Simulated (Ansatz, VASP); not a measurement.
RbBr: VASP beside Ansatz

The input INCAR:

```
SYSTEM = RbBr
  ALGO = Normal
  EDIFF = 1E-8
  ENCUT = 520
  GGA = PS
  ISIF = 2
  ISMEAR = -1
  LASPH = .True.
  LCHARG = .False.
  LEFG = .True.
  LREAL = .False.
  LWAVE = .False.
  NBANDS = 15
  NELM = 60
  PREC = Accurate
  SIGMA = 0.03
```

File KPOINTS:

```
k-points
0
Gamma
  7 7 7
  0 0 0
```

The input POSCAR:

```
RbBr
1.0
    3.5741695089      0.0000000000      0.0000000000
    0.0000000000      3.5741695089      0.0000000000
    0.0000000000      0.0000000000      3.5741695089
Rb Br
1 1
Direct
    0.0000000000      0.0000000000      0.0000000000
    0.5000000000      0.5000000000      0.5000000000
```

Input for Ansatz:

```yaml
crystal:
  lattice:
    - [3.5741695089, 0.0, 0.0]
    - [0.0, 3.5741695089, 0.0]
    - [0.0, 0.0, 3.5741695089]
  atoms:
    - { symbol: Rb, position: [0.0, 0.0, 0.0] }
    - { symbol: Br, position: [0.5, 0.5, 0.5] }
kpoints:
  mp_grid: { grid: [7, 7, 7] }
  band_path:
    path:
      - [0.0, 0.0, 0.0]
      - [0.0, 0.5, 0.0]
      - [0.5, 0.5, 0.0]
      - [0.0, 0.0, 0.0]
      - [0.5, 0.5, 0.5]
      - [0.0, 0.5, 0.0]
      - [0.5, 0.5, 0.5]
      - [0.5, 0.5, 0.0]
    npoints: 6
scf:
  occupations: { method: fermi_dirac, width: 0.03 }
hamiltonian:
  xc: pbesol
  pseudopotentials: { kind: paw }
output:
  forces: true
  stress: true
  eigenvalues: true
  efg: { contact_densities: true }
  populations: true
```

Change from the starting cell: volume scaled by 0.65, PAW files.

Alike in both runs: task electric field gradients; functional PBEsol; k mesh 7 × 7 × 7; occupations fermi-dirac, width 0.03 eV; no spin polarisation.

```csv
,VASP,Ansatz
version,VASP 6.6.1,Ansatz 0.2.0
potentials or method,"VASP PAW PBE potentials, release 64 (Rb_sv, Br)","PAW with Ansatz's default frozen-core files, scalar-relativistic"
plane-wave cutoff (eV),520,420
valence electrons in the cell,16,16
```

Ansatz gave:

```
gap on the k mesh at the Fermi level (eV)                      : 4.47
pressure (GPa)                                                 : 18.0
Vzz of the field gradient on the site that differs most (V/Å²) : 0.0
```

What did VASP give for the same quantities?

gap on the k mesh at the Fermi level (eV): 4.46; pressure (GPa): 18.4; Vzz of the field gradient on the site that differs most (V/Å²): 0.0.

Ansatz warned: «gradients_without_spin_orbit».

Caveats: so large a pressure means that the cell lies far from this level's equilibrium, or that cutoff or potentials fall short (VASP); the potentials were made for another functional, which shifts forces and pressure (VASP); an odd mesh through Γ misses points on the zone boundary, where band edges often lie.
